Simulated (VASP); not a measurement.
# CdS (Hawleyite) (F-43m) in VASP: notebook, part 2 of 2

VASP 6.6.1.

### 4 Dielectric tensor, LDA

Input file INCAR:

```
ALGO = Normal ; EDIFF = 1E-7
ENCUT = 400 ; GGA = CA
ISIF = 2 ; ISMEAR = 0
LASPH = True ; LCHARG = False
LEPSILON = True ; LREAL = False
LWAVE = False ; NELM = 100
PREC = Accurate ; SIGMA = 0.01
```

Input file KPOINTS:

```
k-points
0
Gamma
  9 9 9
```

Input file POSCAR:

```
CdS
1.0
    0.0000000000      2.9165000000      2.9165000000
    2.9165000000      0.0000000000      2.9165000000
    2.9165000000      2.9165000000      0.0000000000
Cd S
1 1
Direct
    0.0000000000      0.0000000000      0.0000000000
    0.7500000000      0.7500000000      0.7500000000
```

Potentials or basis: VASP PAW LDA potentials, release 64 (Cd, S).

Run with:

```
$ cat potpaw_LDA.64/Cd/POTCAR potpaw_LDA.64/S/POTCAR > POTCAR
$ mpirun -np 1 vasp_std > vasp.out
```

OUTCAR:

```text
EDIFF = 1E-7
   ENCUT = 400
   GGA = CA
   ISIF = 2
   ISMEAR = 0
   LASPH = True
   LEPSILON = True
   LREAL = False
   NELM = 100
   PREC = Accurate

 Found     35 irreducible k-points:

 Following reciprocal coordinates:
            Coordinates               Weight
  0.000000  0.000000  0.000000      1.000000
  0.111111  0.000000  0.000000      8.000000
  0.222222  0.000000  0.000000      8.000000
  0.333333  0.000000  0.000000      8.000000
  0.444444  0.000000  0.000000      8.000000
  0.111111  0.111111  0.000000      6.000000
   k-points           NKPTS =     35   k-points in BZ     NKDIM =     35   number of bands    NBANDS=     13
   number of dos      NEDOS =    301   number of ions     NIONS =      2
   total plane-waves  NPLWV =  21952
   dimension x,y,z NGX =    28 NGY =   28 NGZ =   28
   dimension x,y,z NGXF=    56 NGYF=   56 NGZF=   56
   ions per type =               1   1
   NGX,Y,Z   is equivalent  to a cutoff of  11.29, 11.29, 11.29 a.u.
   NGXF,Y,Z  is equivalent  to a cutoff of  22.57, 22.57, 22.57 a.u.
 SYSTEM =  unknown system
   PREC   = accura    normal or accurate (medium, high low for compatibility)
   ISTART =      0    job   : 0-new  1-cont  2-samecut
   ICHARG =      2    charge: 1-file 2-atom 10-const
   ISPIN  =      1    spin polarized calculation?
   LNONCOLLINEAR =      F non collinear calculations
   LSORBIT =      F    spin-orbit coupling
[... 207 lines left out ...]
  free energy    TOTEN  =        -0.89279986 eV

  energy without entropy =       -0.89279986

------------------------ aborting loop because EDIFF is reached ----------------------------------------

 PIEZOELECTRIC TENSOR FIELD DIRECTION 3  (e Angst)
 -----------------------------------------------------------------------------
    -0.00138  1.99859  0.00000           (  0.00000 -0.03143  0.00000)
     1.99859 -0.00138  0.00000           ( -0.03143  0.00000  0.00000)
     0.00000  0.00000  0.00053           (  0.00000  0.00000 -0.00000)

 PIEZOELECTRIC TENSOR FIELD DIRECTION 3  (C/m^2)
 -----------------------------------------------------------------------------
    -0.00045  0.64538  0.00000
     0.64538 -0.00045  0.00000
     0.00000  0.00000  0.00017

 MACROSCOPIC STATIC DIELECTRIC TENSOR (including local field effects in DFT)
 ------------------------------------------------------
           7.217699     0.000000    -0.000000
           0.000000     7.217699     0.000000
          -0.000000     0.000000     7.217699
 ------------------------------------------------------

 PIEZOELECTRIC TENSOR (including local field effects)  for field in x, y, z        (e  Angst)
          XX          YY          ZZ          XY          YZ          ZX
  --------------------------------------------------------------------------------
  x     0.00000    -0.00000    -0.00000     0.00000     2.01436     0.00000
  y     0.00000    -0.00000    -0.00000     0.00000     0.00000     2.01436
  z     0.00000     0.00000    -0.00000     2.01436     0.00000     0.00000

 PIEZOELECTRIC TENSOR (including local field effects)  for field in x, y, z        (C/m^2)
          XX          YY          ZZ          XY          YZ          ZX
  --------------------------------------------------------------------------------
  x     0.00000    -0.00000    -0.00000     0.00000     0.65048     0.00000
  y     0.00000    -0.00000    -0.00000     0.00000     0.00000     0.65048
  z     0.00000     0.00000    -0.00000     0.65048     0.00000     0.00000

 BORN EFFECTIVE CHARGES (including local field effects) (in |e|, cummulative output)
 ---------------------------------------------------------------------------------
 ion    1
    1     2.20599     0.00000    -0.00000
    2     0.00000     2.20599    -0.00000
    3    -0.00000     0.00000     2.20599
 ion    2
    1    -2.20599    -0.00000     0.00000
    2    -0.00000    -2.20599     0.00000
    3     0.00000     0.00000    -2.20599
```

OSZICAR:

```text
N       E                     dE             d eps       ncg     rms          rms(c)
[... 13 lines left out ...]
RMM:   6    -0.892656581854E+00   -0.15043E-02   -0.60937E-05  5314   0.530E-02    0.163E-02
RMM:   7    -0.892741116421E+00   -0.84535E-04   -0.35926E-06  5381   0.146E-02    0.203E-03
RMM:   8    -0.892796792005E+00   -0.55676E-04    0.24233E-07  5332   0.319E-03    0.757E-04
RMM:   9    -0.892796513371E+00    0.27863E-06    0.21206E-06  5028   0.918E-04    0.396E-04
RMM:  10    -0.892800526540E+00   -0.40132E-05    0.60297E-07  4162   0.333E-04    0.536E-05
RMM:  11    -0.892799960001E+00    0.56654E-06   -0.30777E-09  1968   0.108E-04    0.132E-05
RMM:  12    -0.892799758439E+00    0.20156E-06   -0.28157E-10  1442   0.129E-04    0.120E-05
RMM:  13    -0.892799859999E+00   -0.10156E-06    0.00000E+00   767   0.117E-04    0.150E-06
```

stdout:

```text
POSCAR found type information on POSCAR CdS
 POSCAR found :  2 types and       2 ions
 scaLAPACK will be used
 LDA part: xc-table for (Slater(with rela. corr.)+CA(PZ))
 , standard interpolation
 POSCAR, INCAR and KPOINTS ok, starting setup
 FFT: planning ... GRIDC
 FFT: planning ... GRID_SOFT
 FFT: planning ... GRID
 WAVECAR not read
 entering main loop
 Linear response reoptimize wavefunctions to high precision
 Linear response G [H, r] |phi>, progress :
  Direction:   1
 Linear response G [H, r] |phi>, progress :
  Direction:   2
 Linear response G [H, r] |phi>, progress :
  Direction:   3
 Linear response to external field (no local field effect), progress :
  Direction:   1
 dielectric tensor                  component  1 :     8.451     2.854     0.865
 Linear response to external field (no local field effect), progress :
  Direction:   2
 dielectric tensor                  component  2 :     2.854     8.872    -1.210
 Linear response to external field (no local field effect), progress :
  Direction:   3
 dielectric tensor                  component  3 :     0.868    -1.211     5.661
 Linear response to external field, progress :
  Direction:   1
 dielectric tensor                  component  1 :     7.218     1.260     0.603
 Linear response to external field, progress :
  Direction:   2
 dielectric tensor                  component  2 :     1.205     7.218     0.409
 Linear response to external field, progress :
  Direction:   3
 dielectric tensor                  component  3 :     0.947     0.915     7.218
 Born effective charges drift removed
```

Wall time 2.2 min (1 thread of Intel Xeon 6975P-C (Granite Rapids), shared host); peak memory 0.26 GiB.

These settings aren't checked as converged: the numbers below hold their error.

What came out:

| Item | Value |
| --- | --- |
| Band gap on the k mesh | 0.89 eV, direct |
| Electronic dielectric tensor (diagonal) | 7.22 |
| Born charges (mean of the diagonal) | Cd +2.21; S -2.21 e |

### 5 For comparison

An earlier run on the cell as given: functional PBE; potentials or basis VASP PAW PBE potentials, release 64 (Cd, S); cutoff 520 eV; k mesh 8 × 8 × 8; occupations fermi-dirac, width 0.05 eV; no spin polarisation.

- Pressure: 3.2 GPa
- Band gap on the k mesh: 1.15 eV, direct
